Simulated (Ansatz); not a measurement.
Stackings of close-packed layers of SrO (capitals for Sr, lower case for the other element), each relaxed to a stress under 0.05 GPa; energies count from the stacking AcBaCb (Fm-3m).

Theory: Ansatz, DFT r2SCAN, scalar-relativistic, plane waves, PAW.

Settings: cutoff 500 eV, Γ-centred mesh 6×6×6 on the computed 4-atom cell, Gaussian smearing of 0.02 eV; no spin polarisation.

Start (AbAc):

```xyz
4
Lattice="3.6486 0.0000 0.0000 -1.8243 3.1598 0.0000 0.0000 0.0000 5.9581" Properties=species:S:1:pos:R:3 pbc="T T T"
Sr    0.0000    0.0000    0.0000
O     0.0000    2.1065    1.4895
Sr    0.0000    0.0000    2.9791
O     1.8243    1.0533    4.4686
```

Task: Give the relaxed structure and its energy.

Result: The free energy falls by 36 meV/atom.

| Quantity | Value |
| --- | --- |
| excess energy (meV/atom) | 150.7 |
| spacing of like layers (Å) | 3.128 |
| a (Å) | 3.563 |
| gap on the mesh (eV) | 3.98 |

Relaxed structure:
```yaml
crystal:
  lattice:
    - [3.56345, 0.00000, 0.00000]
    - [-1.78172, 3.08604, 0.00000]
    - [0.00000, 0.00000, 6.25529]
  atoms:
    - { symbol: Sr, position: [0.00000, 0.00000, 0.00000] }
    - { symbol: O, position: [0.33333, 0.66667, 0.25000] }
    - { symbol: Sr, position: [0.00000, 0.00000, 0.50000] }
    - { symbol: O, position: [0.66667, 0.33333, 0.75000] }
```

Time: 12 s on 1 thread of Intel(R) Xeon(R) 6975P-C (Granite Rapids), on a shared host, peak memory 0.57 GiB.